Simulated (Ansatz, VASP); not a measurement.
**Two plane-wave programs on Ru**

Contents of INCAR:

```
PREC = Accurate ; ENCUT = 520
EDIFF = 1E-6 ; ISMEAR = 0
SIGMA = 0.15 ; LREAL = False
LASPH = True ; NELM = 100
ALGO = Fast ; ISIF = 2
LWAVE = False ; LCHARG = False
GGA = PS ; NBANDS = 21
```

Contents of KPOINTS:

```
Automatic mesh
0
Gamma
  21 21 12
```

The input POSCAR:

```
Ru
1.0
    2.6896391015      0.0000000000      0.0000000000
   -1.3448195507      2.3292957889      0.0000000000
    0.0000000000      0.0000000000      4.1845405142
Ru
2
Direct
    0.3333333333      0.6666666667      0.2500000000
    0.6666666667      0.3333333333      0.7500000000
```

Input for Ansatz:

```yaml
crystal:
  lattice:
    - [2.6896391015, 0.0, 0.0]
    - [-1.3448195507, 2.3292957889, 0.0]
    - [0.0, 0.0, 4.1845405142]
  atoms:
    - { symbol: Ru, position: [0.3333333333, 0.6666666667, 0.25] }
    - { symbol: Ru, position: [0.6666666667, 0.3333333333, 0.75] }
basis:
  ecutwfc: 420
kpoints:
  mp_grid: { grid: [21, 21, 12] }
hamiltonian:
  xc: pbesol
  pseudopotentials: { kind: paw, azcp: { folder: soft_1 } }
scf:
  occupations: { method: gaussian, width: 0.15 }
output:
  forces: true
  stress: true
  eigenvalues: true
```

Alike in both runs: task single point; functional PBEsol; k mesh 21 × 21 × 12; occupations gaussian, width 0.15 eV; no spin polarisation.

```csv
,VASP,Ansatz
version,VASP 6.6.1,Ansatz 0.2.0
potentials or method,"VASP PAW PBE potentials, release 64 (Ru_pv)","scalar-relativistic, plane waves, PAW"
plane-wave cutoff (eV),520,420
valence electrons in the cell,28,32
```

|  | VASP | Ansatz | Ansatz less VASP |
| --- | --- | --- | --- |
| gap on the k mesh at the Fermi level (eV) | none | none | - |
| pressure (GPa) | 6.1 | 6.2 | +0.08 |
| largest component of the traceless stress (GPa) | 5.16 | 5.17 | +0.006 |

A gap of «none» marks a metal or a gap that the smearing closes. The two sets of potentials don't hold the same shells in valence. Ansatz warned: «pseudo_functional_mismatch».

Caveats: the PAW data sets were made with another functional, which shifts forces and pressure a little (VASP).
